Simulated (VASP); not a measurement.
# InSe: what each functional gives, and what it costs, part 4 of 4

Wanted: bands and gap of InSe from one functional after another. LASPH is on for some levels and off for others; the table marks which. The start is a cell from a database of measured crystal structures.

VASP 6.6.1, plane waves and PAW; the level of theory is named at each step.

So far, least gap on mesh and path (eV): step 2 (bands, level LDA) 0.180; step 3 (bands, level PBEsol) 0.276; step 4 (bands, level r2SCAN) 0.805; step 5 (bands, level TB-mBJ) 1.30; step 6 (bands, level SCAN) 0.671.

### 9. Dielectric constant for the exchange share

This step: PBEsol; plane waves and PAW (In_d, Se) (VASP 6.6.1).

A dielectric-dependent hybrid needs the dielectric constant, which this PBEsol response run is meant to supply.

INCAR

```
SYSTEM = InSe
PREC = Accurate
ENCUT = 400
EDIFF = 1E-08
NELM = 100
ISMEAR = 0
SIGMA = 0.01
LREAL = .FALSE.
ALGO = Normal
GGA = PS
NBANDS = 25
LORBIT = 11
LWAVE = .FALSE.
LCHARG = .FALSE.
KPAR = 8
LEPSILON = .TRUE.
```

POSCAR

```
InSe
1.0
    2.0000000000      1.1547005384      8.3166666667
   -2.0000000000      1.1547005384      8.3166666667
    0.0000000000     -2.3094010768      8.3166666667
In Se
2 2
Direct
    0.0000000000      0.0000000000      0.0000000000
    0.1122000000      0.1122000000      0.1122000000
    0.6155000000      0.6155000000      0.6155000000
    0.8300000000      0.8300000000      0.8300000000
```

KPOINTS

```
Automatic mesh
0
Gamma
12 12 12
0 0 0
```

The projector-augmented-wave data sets are In_d and Se (PBE family, release 64).

Run with:

```
$ mpirun -np 8 vasp_std
```

Log:

```text
[... set-up lines as in an earlier step ...]
 entering main loop
       N       E                     dE             d eps       ncg     rms          rms(c)
DAV:   1     0.303912933535E+03    0.30391E+03   -0.15145E+04  9459   0.140E+03
DAV:   2     0.167216092012E+02   -0.28719E+03   -0.28104E+03  9838   0.360E+02
DAV:   3    -0.148361001457E+02   -0.31558E+02   -0.30949E+02 12276   0.137E+02
DAV:   4    -0.159983116910E+02   -0.11622E+01   -0.11604E+01 10870   0.290E+01
[...]
DAV:  14    -0.155898789944E+02   -0.36030E-06   -0.10428E-06 10562   0.126E-02    0.149E-03
DAV:  15    -0.155898790230E+02   -0.28606E-07   -0.81889E-08 11864   0.237E-03    0.488E-04
DAV:  16    -0.155898790146E+02    0.83469E-08   -0.23963E-08  8714   0.102E-03
   1 F= -.15589879E+02 E0= -.15589879E+02  d E =-.343550E-53
 Linear response reoptimize wavefunctions to high precision
DAV:   1    -0.155898790215E+02   -0.68790E-08   -0.17137E-09  7368   0.432E-04
DAV:   2    -0.155898790215E+02   -0.17280E-10   -0.57732E-10  5354   0.220E-04
 Linear response G [H, r] |phi>, progress :
  Direction:   1
       N       E                     dE             d eps       ncg     rms
RMM:   1    -0.108128106953E+03   -0.10813E+03    0.70497E+02 12874   0.168E+02
RMM:   2    -0.134463251969E+03   -0.26335E+02   -0.60011E+01 16504   0.451E+01
RMM:   3    -0.135643044494E+03   -0.11798E+01   -0.78760E+00 16947   0.180E+01
RMM:   4    -0.135713328734E+03   -0.70284E-01   -0.90068E-01 18056   0.522E+00
[...]
RMM:  10    -0.135722918391E+03   -0.19343E-04    0.45147E-04 19394   0.267E-02
RMM:  11    -0.135722938725E+03   -0.20334E-04    0.50250E-04 18384   0.151E-02
RMM:  12    -0.135722943197E+03   -0.44723E-05    0.29699E-04 17236   0.963E-03
```

Elapsed: 11 min, on 8 MPI ranks of AMD EPYC 7R43, shared host.

The run was cut off at its time limit.

More ranks or a longer limit would be the way on.

### 10. Bands with HSE03

This step: HSE03; plane waves and PAW (In_d, Se) (VASP 6.6.1).

HSE03, as typed here, screens exact exchange more strongly than HSE06 (HFSCREEN 0.3 against 0.2).

INCAR

```
SYSTEM = InSe
PREC = Accurate
ENCUT = 400
EDIFF = 1E-06
NELM = 100
ISMEAR = 0
SIGMA = 0.02
LREAL = .FALSE.
ALGO = Normal
LHFCALC = .TRUE.
AEXX = 0.25
GGA = PE
HFSCREEN = 0.3
LASPH = .TRUE.
NBANDS = 25
PRECFOCK = Fast
LORBIT = 11
LWAVE = .FALSE.
LCHARG = .FALSE.
KPAR = 8
```

POSCAR is that of step 9.

KPOINTS

```
Automatic mesh
0
Gamma
4 4 4
0 0 0
```

KPOINTS_OPT

```
Line mode
6
Line-mode
Reciprocal
  0.00000000   0.00000000   0.00000000 GAMMA
  0.50000000   0.00000000   0.00000000 L

  0.50000000   0.00000000   0.00000000 L
  0.50000000   0.17951802  -0.17951802 B1

  0.82048198   0.50000000   0.17951802 B
  0.50000000   0.50000000   0.50000000 Z

  0.50000000   0.50000000   0.50000000 Z
  0.00000000   0.00000000   0.00000000 GAMMA

  0.00000000   0.00000000   0.00000000 GAMMA
  0.33975901   0.00000000  -0.33975901 X

  0.66024099   0.33975901   0.00000000 Q
  0.50000000   0.50000000   0.00000000 F

  0.50000000   0.50000000   0.00000000 F
  0.66024099   0.66024099   0.17951802 P1

  0.66024099   0.66024099   0.17951802 P1
  0.50000000   0.50000000   0.50000000 Z

  0.50000000   0.00000000   0.00000000 L
  0.82048198   0.33975901   0.33975901 P
```

Run with:

```
$ mpirun -np 8 vasp_std
```

Log:

```text
[... set-up lines as in an earlier step ...]
 entering main loop
       N       E                     dE             d eps       ncg     rms          rms(c)
DAV:   1    -0.165375444955E+02   -0.16538E+02   -0.12987E+00   878   0.147E+01    0.402E+00
DAV:   2    -0.165451430478E+02   -0.75986E-02   -0.14365E-01   672   0.288E+00    0.398E+00
DAV:   3    -0.165400209515E+02    0.51221E-02   -0.19538E-02   912   0.130E+00    0.336E+00
DAV:   4    -0.165395334544E+02    0.48750E-03   -0.35496E-03   769   0.503E-01    0.204E+00
[...]
DAV:   8    -0.165391931285E+02    0.64556E-05   -0.50036E-06   644   0.142E-02    0.235E-01
DAV:   9    -0.165391917867E+02    0.13417E-05   -0.20591E-06   574   0.967E-03    0.136E-01
DAV:  10    -0.165391919360E+02   -0.14922E-06   -0.75666E-07   394   0.704E-03
   1 F= -.16539192E+02 E0= -.16539192E+02  d E =-.597542E-12
 Start KPOINTS_OPT (optional k-point list driver)
k-point batch [1-13\54]
       N       E                     dE             ncg
DAV:   1     0.128738519959E+04   -0.94261E+04      650
DAV:   2    -0.309290869591E+04   -0.43803E+04      698
DAV:   3    -0.360243379599E+04   -0.50953E+03      822
DAV:   4    -0.362910085401E+04   -0.26667E+02      787
DAV:   5    -0.363008039493E+04   -0.97954E+00     1036
DAV:   6    -0.363009946185E+04   -0.19067E-01      819
DAV:   7    -0.363009997313E+04   -0.51128E-03      995
DAV:   8    -0.363009998322E+04   -0.10089E-04      802
DAV:   9    -0.363009998347E+04   -0.25398E-06      585
[...]
k-point batch [27-39\54]
       N       E                     dE             ncg
DAV:   1     0.108926824118E+04   -0.11589E+05      650
DAV:   2    -0.314850160473E+04   -0.42378E+04      686
DAV:   3    -0.363278518264E+04   -0.48428E+03      777
DAV:   4    -0.365792399786E+04   -0.25139E+02      764
DAV:   5    -0.365889958222E+04   -0.97558E+00     1028
DAV:   6    -0.365891441727E+04   -0.14835E-01      836
DAV:   7    -0.365891483373E+04   -0.41646E-03     1003
```

Run time: 81 min. Hardware: 8 MPI ranks.

The run was cut off at its time limit.

More ranks or a longer limit would be the way on.

### 11. The ladder as a table

This step: ladder of functionals on one cell; plane waves and PAW (VASP 6.6.1).

Derived from the runs above.

A gap of 0 means none; cost is the wall time of each run, as given at its step, times its ranks, without the set-up around it; LASPH differs between rows, which moves results and costs too. Results by level, by row:

| level | gap (eV) | least direct gap (eV) | pressure (GPa) | cost (core minutes) | LASPH |
| --- | --- | --- | --- | --- | --- |
| LDA | 0.18 | 0.18 | -1.02 | 24 | off |
| PBEsol | 0.276 | 0.276 | 0.5 | 26 | off |
| r2SCAN | 0.805 | 0.805 | 1.43 | 97.1 | on |
| TB-mBJ | 1.297 | 1.297 | - | 81.1 | on |
| SCAN | 0.671 | 0.671 | 0.85 | 113 | on |

### 12. Summary of results

```
gap, LDA    : 0.180 eV
gap, PBEsol : 0.276 eV
gap, r2SCAN : 0.805 eV
gap, TB-mBJ : 1.30 eV
gap, SCAN   : 0.671 eV
```

What this shows: For InSe the functional decides between a gap of 0.180 eV (LDA) and 1.30 eV (TB-mBJ), while across these levels the cost spans a factor of 4.7. All levels use one geometry and one mesh, kept coarse to afford the hybrids, so no gap here is fully converged. Costs come from a shared host. Not obtained: HSE06, because the run hit its time limit. Not obtained: the dielectric constant with PBEsol, because the run hit its time limit. Not obtained: HSE03, because the run hit its time limit. Spin-orbit coupling is left out, and with elements this heavy it would split and shift bands near the edges, and it can change the kind of a small gap. These are single-particle gaps of a static lattice, without excitons or temperature. LASPH is on for some levels and off for others, so differences between them are not the functional's alone.

[Lines on the potential files, build, host, timing and source positions are cut from VASP's logs without a mark.]

[Logs are printed without paths, hosts, clocks, repeated set-up lines and the standing remarks that a program may print on its own settings, such as how far it seeks lower states.]

[Hosts, paths, dates, database ids (printed as entryN), source tags and the programs' standing remarks are cut or masked in the printed files.]

[A measured line is paired with the nearest computed mode of its activity, which favours agreement.]
